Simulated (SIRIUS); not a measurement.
# Ge (Fd-3m) in SIRIUS: further runs

Aim: see how the results for Ge move with the level of theory and the settings. Levels: KT2, OLYP, N12. Tasks: single point.

All numbers are computed with SIRIUS 7.12.0; they aren't measurements. Logs are shortened: lines on timing, memory, paths and dates and some standing lists are left out, and cuts for length are marked. The log counts tension as positive stress, the text compression.

**Measured values to compare with.**

From “Temperature-dependent photoluminescence in Ge: experiment and theory”, 2020, arxiv:2003.00143, for a bulk crystal of Ge at 0 K: band gap 0.744 eV (indirect).

“Electronic and optical properties of SixGe1-x-ySny alloys lattice-matched to Ge”, 2021, arxiv:2109.02782 reports, for a bulk crystal of Ge at 293 K: band gap 0.666 eV (indirect).

The runs below are set against these values where they give the same quantity.

## (1) The crystal as given

Symmetry: Fd-3m, No. 227, cubic system. The conventional cell has a = 5.658 Å, b = 5.658 Å, c = 5.658 Å, α = 90.00°, β = 90.00°, γ = 90.00°. Around Ge (site symmetry -43m) lie 4 Ge at 2.45 Å.

## (2) Single point, KT2

sirius.json reads:

```json
{
  "control": {
    "processing_unit": "cpu",
    "verbosity": 2,
    "num_bands_to_print": 22,
    "print_forces": true,
    "print_stress": true
  },
  "parameters": {
    "electronic_structure_method": "pseudopotential",
    "xc_functionals": ["XC_GGA_XC_KT2"],
    "gk_cutoff": 8.9,
    "pw_cutoff": 17.8,
    "ngridk": [8, 8, 8],
    "shiftk": [0, 0, 0],
    "smearing": "fermi_dirac",
    "smearing_width": 0.0018374661,
    "num_bands": 22,
    "num_mag_dims": 0,
    "num_dft_iter": 100,
    "energy_tol": 1e-08,
    "density_tol": 1e-06
  },
  "iterative_solver": {
    "type": "davidson",
    "min_tolerance": 1e-10
  },
  "mixer": {
    "type": "anderson",
    "beta": 0.7,
    "max_history": 8
  },
  "settings": {
    "tol_ne": 1e-10,
    "pseudo_grid_cutoff": 6.5
  },
  "unit_cell": {
    "lattice_vectors": [
      [0.0, 5.345865131215, 5.345865131215],
      [5.345865131215, 0.0, 5.345865131215],
      [5.345865131215, 5.345865131215, 0.0]
    ],
    "atom_coordinate_units": "lattice",
    "atom_types": ["Ge"],
    "atom_files": {
      "Ge": "Ge.json"
    },
    "atoms": {
      "Ge": [
        [0.75, 0.75, 0.75],
        [0.5, 0.5, 0.5]
      ]
    }
  }
}
```

Potentials or basis: PseudoDojo 0.4.1 PBE standard (scalar relativistic).

Launch:

```sh
> upf_to_json Ge.upf
> OMP_NUM_THREADS=1 sirius.scf --input=sirius.json --output=out.json --task=0
```

Output:

```text
[info] SIRIUS version : 7.12.0
[info] number of MPI ranks           : 1
[info] MPI grid                      : 1 1
[info] maximum number of OMP threads : 1
[fft] FFT context for density and potential
[fft] =====================================
[fft]   comm size                             : 1
[fft]   plane wave cutoff                     : 17.8
[fft]   grid size                             : 45 45 45   total : 91125
[fft]   grid limits                           : -22 22   -22 22   -22 22
[fft]   number of G-vectors within the cutoff : 14562
[fft]   local number of G-vectors             : 14562
[fft]   number of G-shells                    : 795
[fft] FFT context for coarse grid
[fft] =====================================
[fft]   comm size                             : 1
[fft]   plane wave cutoff                     : 17.8
[fft]   grid size                             : 45 45 45   total : 91125
[fft]   grid limits                           : -22 22   -22 22   -22 22
[fft]   number of G-vectors within the cutoff : 14562
[fft]   local number of G-vectors             : 14562
[fft]   number of G-shells                    : 795
[unit cell] lattice vectors
[unit cell]   a1 :       0.0000000000      5.3458651312      5.3458651312
[unit cell]   a2 :       5.3458651312      0.0000000000      5.3458651312
[unit cell]   a3 :       5.3458651312      5.3458651312      0.0000000000
[unit cell] reciprocal lattice vectors
[unit cell]   b1 :      -0.5876677725      0.5876677725      0.5876677725
[unit cell]   b2 :       0.5876677725     -0.5876677725      0.5876677725
[unit cell]   b3 :       0.5876677725      0.5876677725     -0.5876677725
[unit cell] unit cell volume :       305.55119699 [a.u.^3]
[unit cell] 1/sqrt(omega)    :         0.05720816
[unit cell] MT volume        :         0.00000000 ( 0.00%)
[unit cell] IT volume        :       305.55119699 (100.00%)
[unit cell] number of atom types : 1
[unit cell] type id : 0 symbol : Ge mt_radius :  15.590000 num_atoms : 2
[unit cell] total number of atoms : 2
[unit cell] number of symmetry classes : 1
[unit cell] number of PAW atoms : 0
[unit cell] atom id  type id  class id             position                      vector_field
[unit cell] ------------------------------------------------------------------------------------------
[unit cell]      0        0        0      0.75000   0.75000   0.75000      0.00000   0.00000   0.00000
[unit cell]      1        0        0      0.50000   0.50000   0.50000      0.00000   0.00000   0.00000
[unit cell] atom id         position (Cartesian, a.u.)
[unit cell] ---------------------------------------------
[unit cell]      0       8.018798    8.018798    8.018798
[unit cell]      1       5.345865    5.345865    5.345865
[unit cell] class id : 0 atom id : 0 1
[unit cell] minimum bond length:     4.629655
[unit cell] total number of pseudo wave-functions: 18
[sym] space group number   : 227
[sym] international symbol : Fd-3m
[sym] Hall symbol          : F 4d 2 3 -1d
[sym] space group transformation matrix :
[sym]   0.0000  0.5000  0.5000
[sym]   0.5000  0.0000  0.5000
[sym]   0.5000  0.5000  0.0000
[sym] space group origin shift :
[sym]   0.0000  0.0000  0.5000
[sym] number of space group operations  : 48
[sym] number of magnetic group operations : 48
[sym] metric tensor error: 0.0000e+00
[sym] rotation matrix error: 0.0000e+00
[sym] symmetry operations
[... list of symmetry operations ...]
[atom type] label          : Ge
[... 257 lines left out ...]
[diagonalize] average number of iterations: 1.7931
[diagonalize] Lowest band energies
[diagonalize] ik:    0   -0.608099   -0.608099   -0.608099   -0.606801   -0.606801   -0.599967   -0.599967   -0.599967   -0.599585   -0.599585   -0.120711    0.347173    0.347173    0.347173    0.355708    0.439639    0.439639    0.439639    0.576197    0.737103    0.737103    0.737103
[diagonalize] ik:    1   -0.608350   -0.608350   -0.608012   -0.606445   -0.606445   -0.600371   -0.600371   -0.600063   -0.599239   -0.599239   -0.113685    0.262929    0.334848    0.334848    0.388261    0.456214    0.456214    0.475069    0.611459    0.653943    0.653943    0.711193
[diagonalize] ik:    2   -0.608680   -0.608680   -0.607800   -0.605889   -0.605889   -0.600825   -0.600825   -0.600299   -0.598903   -0.598903   -0.093283    0.175419    0.314855    0.314855    0.373140    0.478907    0.478907    0.554485    0.634783    0.645212    0.645212    0.742884
[diagonalize] ik:    3   -0.608855   -0.608855   -0.607581   -0.605538   -0.605538   -0.601068   -0.601068   -0.600542   -0.598728   -0.598728   -0.063302    0.103097    0.300775    0.300775    0.359419    0.482999    0.482999    0.607490    0.650380    0.690028    0.690028    0.813375
[diagonalize] ik:    4   -0.608901   -0.608901   -0.607487   -0.605438   -0.605438   -0.601126   -0.601126   -0.600646   -0.598679   -0.598679   -0.043204    0.068615    0.295890    0.295890    0.354573    0.481157    0.481157    0.601461    0.731049    0.756562    0.756562    0.757789
[diagonalize] ...
[diagonalize] ik:   24   -0.609338   -0.609305   -0.606861   -0.604538   -0.604140   -0.603252   -0.601799   -0.600672   -0.598216   -0.598206   -0.031613    0.088140    0.217305    0.240122    0.413016    0.437595    0.550588    0.638880    0.718684    0.727874    0.812948    0.840572
[diagonalize] ik:   25   -0.609697   -0.609392   -0.606012   -0.604209   -0.603937   -0.603139   -0.602500   -0.601466   -0.598097   -0.597814   -0.002741    0.054491    0.193449    0.232889    0.428446    0.500576    0.531271    0.606977    0.669909    0.771837    0.792254    0.836452
[diagonalize] ik:   26   -0.609711   -0.609369   -0.606048   -0.604403   -0.603564   -0.603444   -0.602362   -0.601449   -0.598119   -0.597822   -0.014810    0.067783    0.187779    0.246308    0.443258    0.511224    0.527254    0.595380    0.644944    0.697682    0.835981    0.843376
[diagonalize] ik:   27   -0.609460   -0.609460   -0.605692   -0.605692   -0.603162   -0.603162   -0.601788   -0.601788   -0.598017   -0.598017    0.024738    0.024738    0.216003    0.216003    0.414673    0.414673    0.625770    0.625770    0.751140    0.751140    0.817162    0.817162
[diagonalize] ik:   28   -0.609653   -0.609653   -0.604947   -0.604947   -0.603351   -0.603351   -0.602328   -0.602328   -0.597840   -0.597840    0.026701    0.026701    0.202075    0.202075    0.506444    0.506444    0.514750    0.514750    0.750172    0.750172    0.820706    0.820706
[find] Charges and magnetic moments
[find] --------------------------------------------------------------------------------
[find] total charge          : 28.000000
[find] Energy
[find] --------------------------------------------------------------------------------
[find] valence_eval_sum               :     -10.94870950
[find] <rho|V^{XC}>                   :     -31.09633713
[find] <rho|E^{XC}>                   :     -46.97639680
[find] <mag|B^{XC}>                   :       0.00000000
[find] <rho|V^{H}>                    :     112.24380161
[find] one-electron contribution      :     -92.09617397 (Ha),    -184.19234795 (Ry)
[find] hartree contribution           :      56.12190081
[find] xc contribution                :     -46.97639680
[find] ewald contribution             :     -98.75037910
[find] PAW contribution               :       0.00000000
[find] smearing (-TS)                 :      -0.00002227
[find] SCF correction                 :      -0.00000144
[find] Total energy                   :    -181.70105050 (Ha),    -363.40210100 (Ry)
[find] Free energy (E-TS)             :    -181.70107277 (Ha),    -363.40214554 (Ry)
[find] band gap (eV)                  :       0.20134160
[find] Efermi                         :       0.35030384
[find] iteration : 13, RMS (target) : 9.0912e-07 (1.0000e-06) , energy difference (target) : -9.2086e-12 (1.0000e-08)
[find] bands are converged : true
[find] iterative solver converged : false
[find] converged after 14 SCF iterations!
[find] Charges and magnetic moments
[find] --------------------------------------------------------------------------------
[find] total charge          : 28.000000
[find] Energy
[find] --------------------------------------------------------------------------------
[find] valence_eval_sum               :     -10.94870950
[find] <rho|V^{XC}>                   :     -31.09633713
[find] <rho|E^{XC}>                   :     -46.97639680
[find] <mag|B^{XC}>                   :       0.00000000
[find] <rho|V^{H}>                    :     112.24380161
[find] one-electron contribution      :     -92.09617397 (Ha),    -184.19234795 (Ry)
[find] hartree contribution           :      56.12190081
[find] xc contribution                :     -46.97639680
[find] ewald contribution             :     -98.75037910
[find] PAW contribution               :       0.00000000
[find] smearing (-TS)                 :      -0.00002227
[find] SCF correction                 :      -0.00000144
[find] Total energy                   :    -181.70105050 (Ha),    -363.40210100 (Ry)
[find] Free energy (E-TS)             :    -181.70107277 (Ha),    -363.40214554 (Ry)
[find] band gap (eV)                  :       0.20134160
[find] Efermi                         :       0.35030384
[ground_state] === stress tensor components [kbar] ===
[ground_state] === stress_kin ===
[ground_state] -87647.135226    0.000000    0.000000
[ground_state]     0.000000-87647.135226    0.000000
[ground_state]     0.000000    0.000000-87647.135226
[ground_state] === stress_har ===
[ground_state] -18012.945433    0.000000    0.000000
[ground_state]     0.000000-18012.945433    0.000000
[ground_state]     0.000000    0.000000-18012.945433
[ground_state] === stress_ewald ===
[ground_state] 31695.027514    0.000000    0.000000
[ground_state]     0.00000031695.027514    0.000000
[ground_state]     0.000000    0.00000031695.027514
[ground_state] === stress_vloc ===
[ground_state] -5125.305649    0.000000    0.000000
[ground_state]     0.000000-5125.305649    0.000000
[ground_state]     0.000000    0.000000-5125.305649
[ground_state] === stress_xc ===
[ground_state] -13853.151514    0.000000   -0.000000
[ground_state]     0.000000-13853.151514   -0.000000
[ground_state]    -0.000000   -0.000000-13853.151514
[ground_state] === stress_core ===
[ground_state] 25272.801636    0.000000   -0.000000
[ground_state]     0.00000025272.801636   -0.000000
[ground_state]    -0.000000   -0.00000025272.801636
[ground_state] === stress_nonloc ===
[ground_state] 67658.847220    0.000000    0.000000
[ground_state]     0.00000067658.847220    0.000000
[ground_state]     0.000000    0.00000067658.847220
[ground_state] === stress_us_nl ===
[ground_state] 67658.847220    0.000000    0.000000
[ground_state]     0.00000067658.847220    0.000000
[ground_state]     0.000000    0.00000067658.847220
[ground_state] === stress_total ===
[ground_state]   -11.861452    0.000000    0.000000
[ground_state]     0.000000  -11.861452    0.000000
[ground_state]     0.000000    0.000000  -11.861452
[ground_state] ==== total Forces in Ha/bohr =====
[ground_state] atom:    0, force:       0.0000000      0.0000000      0.0000000
[ground_state] atom:    1, force:      -0.0000000      0.0000000     -0.0000000
[ground_state] ==== ultrasoft contribution from Qij =====
[ground_state] atom:    0, force:       0.0000000      0.0000000      0.0000000
[ground_state] atom:    1, force:       0.0000000      0.0000000      0.0000000
[ground_state] ==== non-local contribution from Beta-projector =====
[ground_state] atom:    0, force:       0.0000000      0.0000000      0.0000000
[ground_state] atom:    1, force:       0.0000000      0.0000000      0.0000000
[ground_state] ==== contribution from local potential =====
[ground_state] atom:    0, force:       0.0000000      0.0000000      0.0000000
[ground_state] atom:    1, force:      -0.0000000      0.0000000      0.0000000
[ground_state] ==== contribution from core density =====
[ground_state] atom:    0, force:       0.0000000      0.0000000      0.0000000
[ground_state] atom:    1, force:       0.0000000      0.0000000      0.0000000
[ground_state] ==== Ewald forces from ions =====
[ground_state] atom:    0, force:       0.0000000      0.0000000      0.0000000
[ground_state] atom:    1, force:       0.0000000      0.0000000      0.0000000
[~DFT_ground_state] local op. applied: 18303
[~DFT_ground_state] evp. work count: 3214.18
[~DFT_ground_state] number of iterative solver steps: 944
```

Run time: 37 s. Hardware: 1 thread of Intel Xeon Platinum 8375C at 2.90GHz (Ice Lake), shared host; peak memory 0.28 GiB.

What came out:

```yaml
Free_energy: -4944.3381 eV
Pressure: 1.2 GPa
Band_gap_on_the_k_mesh: 0.20 eV
```

Caveat: the potentials were made for another functional, which shifts forces and pressure.

[end of part 1 of 2]
